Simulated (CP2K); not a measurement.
# Bi2Se3 (Paraguanajuatite) under changes of volume

One of the cells (28.378 Å³/atom); the others are scaled copies at fixed shape and fractional positions:

```
Bi Se
1.0
     9.84047    0.00000    0.00000
     8.96834    4.05016    0.00000
     8.96834    1.93118    3.56011
Bi Se
2 3
Direct
  0.59920 0.59920 0.59920
  0.40080 0.40080 0.40080
  0.78830 0.78830 0.78830
  0.21170 0.21170 0.21170
  0.00000 0.00000 0.00000
```

```yaml
Program: CP2K 2026.2
Functional: PBEsol
Potentials_or_basis: POTENTIAL_UZH Bi GTH-PBE-q5, Se GTH-PBE-q6; TZVP-MOLOPT-PBE-GTH basis
Density_cutoff: 6123 eV
k_mesh: 8 × 8 × 8
Occupations: fermi-dirac, width 0.05 eV
Spin: no spin polarisation
```

```tsv
volume (Å³/atom)	energy over the lowest point (meV/atom)	pressure (GPa)	gap on the mesh (eV)	largest force (eV/Å)
26.675	46.07	6.6	0.06	0.962
27.243	26.06	4.8	0.08	0.760
27.810	12.12	3.1	0.10	0.571
28.378	3.61	1.7	0.11	0.396
28.946	0.00	0.4	0.13	0.268
29.513	0.78	-0.8	0.14	0.207
30.081	?	?	?	?
```

Problem. What does the run at 30.081 Å³/atom give?

Solution. Energy over the lowest point 5.51 meV/atom; pressure -1.9 GPa; gap on the mesh 0.16 eV; largest force 0.149 eV/Å.

Worked out: A Birch-Murnaghan fit of order 3 (a polynomial in V^(-2/3)) to the other rows has its minimum at 29.12 Å³/atom with B0 = V·E''(V) = 62 GPa and B' = 4.4 at fixed shape and positions, which overstates the stiffness. It gives 5.53 meV/atom at 30.081 Å³/atom, against the run's 5.51, and -dE/dV = -1.9 GPa, against -1.9.

Energies are extrapolated to zero smearing.

Caveats: the potentials were made for another functional, which shifts forces and pressure; spin-orbit coupling is left out, which as a rule narrows the gap of such compounds by several tenths of an eV; the basis of atomic orbitals isn't converged, which shifts pressures, moduli and gaps.

A mesh can miss the band edges.
